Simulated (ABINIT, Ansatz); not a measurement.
## The band gap of SiO2, sorted by core time

```cif
data_structure
_symmetry_space_group_name_H-M 'Fddd:1'
_symmetry_Int_Tables_number 70
_cell_length_a 4.7192
_cell_length_b 9.4325
_cell_length_c 14.7256
_cell_angle_alpha 90.000
_cell_angle_beta 90.000
_cell_angle_gamma 90.000
_cell_volume 655.49
loop_
_atom_site_label
_atom_site_type_symbol
_atom_site_symmetry_multiplicity
_atom_site_Wyckoff_symbol
_atom_site_fract_x
_atom_site_fract_y
_atom_site_fract_z
_atom_site_occupancy
Si1 Si 16 g 0.75000 0.75000 0.93677 1
O1 O 16 f 0.25000 0.56344 0.75000 1
O2 O 16 d 0.62500 0.87500 0.87500 1
```

The cell comes from a database or a generator and needn't be the stable form of this composition.

| rung | level | program and potentials | cutoff (eV) | k mesh | core time | chip | band gap (eV) | notes |
| --- | --- | --- | --- | --- | --- | --- | --- | --- |
| meta-GGA | r2SCAN | Ansatz, Ansatz PAW | 500 | 6 × 6 × 6 | 8.3 s | AMD EPYC 7R13 Zen 3 | 6.39 | potentials made for PBE, which Ansatz adapts in part |
| LDA | LDA | Ansatz, Ansatz PAW | 420 | 6 × 6 × 6 | 9.4 s | AMD EPYC 7R13 Zen 3 | 5.53 | potentials made for PBE, which Ansatz adapts in part |
| LDA | LDA | Ansatz, Ansatz PAW | 420 | 7 × 7 × 7 | 52 s | Intel Xeon 6975P-C Granite Rapids | 5.53 | potentials made for PBE, which Ansatz adapts in part |
| meta-GGA | r2SCAN | Ansatz, Ansatz PAW | 500 | 7 × 7 × 7 | 72 s | Intel Xeon 6975P-C Granite Rapids | 6.39 | potentials made for PBE, which Ansatz adapts in part |
| hybrid | PBE0 | Ansatz, Ansatz PAW | 420 | 4 × 4 × 4 | 91 s | AMD EPYC 7R13 Zen 3 | 8.35 | potentials made for PBE, which Ansatz adapts in part |
| hybrid | HSE06 | Ansatz, Ansatz PAW | 420 | 4 × 4 × 4 | 1.7 min | AMD EPYC 7R13 Zen 3 | 7.58 | potentials made for PBE, which Ansatz adapts in part |
| LDA | LDA | ABINIT, JTH PAW LDA v2.0 | 626 | 5 × 5 × 5 | 29 min | Arm Neoverse V2 | 5.51 | - |

Times are single runs on shared hosts and different chips, so they are rough; meshes, cutoffs and the tasks' sizes weigh on the time. Task: band structure. All rows: no spin polarisation. Gaps are the least found on the k mesh or the band path, and a mesh can miss the band edges. Meshes differ between rows, which moves values too. All levels ran on this one cell, unrelaxed unless noted. Meshes are those of the run's cell of 12 atoms unless a note names another. Runs on faulty files, with rough fits or with known faults for this quantity aren't shown. PBE isn't shown for this crystal. No row holds spin-orbit coupling.

By rung: LDA 5.51 to 5.53; meta-GGA 6.39; hybrid 7.58 to 8.35 (eV).
